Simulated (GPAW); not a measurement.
Crystal: SiGe.

```xyz
4
Lattice="3.9045 0.0000 0.0000 -1.9522 3.3814 0.0000 0.0000 0.0000 6.4508" Properties=species:S:1:pos:R:3 pbc="T T T"
Ge    0.0000    2.2542    0.0025
Ge    1.9522    1.1271    3.2279
Si    0.0000    2.2542    2.4165
Si    1.9522    1.1271    5.6419
```

The cell comes from a database or a generator and needn't be the stable form of this composition.

Base run:

| Property | Result |
| --- | --- |
| Program | GPAW 26.7.0 |
| Functional | LDA |
| Potentials or basis | the program's PAW data sets (release 1.2.1) made for this functional |
| Cutoff | 450 eV |
| Basis | pw |
| k mesh | 6 × 6 × 4 |
| Occupations | fermi-dirac, width 0.05 eV |
| Spin | no spin polarisation |

Its results: band gap on the k mesh 0.35 eV, indirect (least direct gap 0.36 eV); pressure -1.5 GPa.

Problem. The run is repeated on the same cell with these changes: functional from LDA to PBEsol; potentials or basis from the program's PAW data sets (release 1.2.1) made for this functional to PAW data sets generated in the run's folder for this functional. What comes out?

Solution. Band gap on the k mesh 0.34 eV, indirect (least direct gap 0.40 eV); pressure 0.4 GPa.

Caveats: the cutoff is short for stress and forces, so pressures can be off by a GPa or more.

A k mesh can miss the band edges.
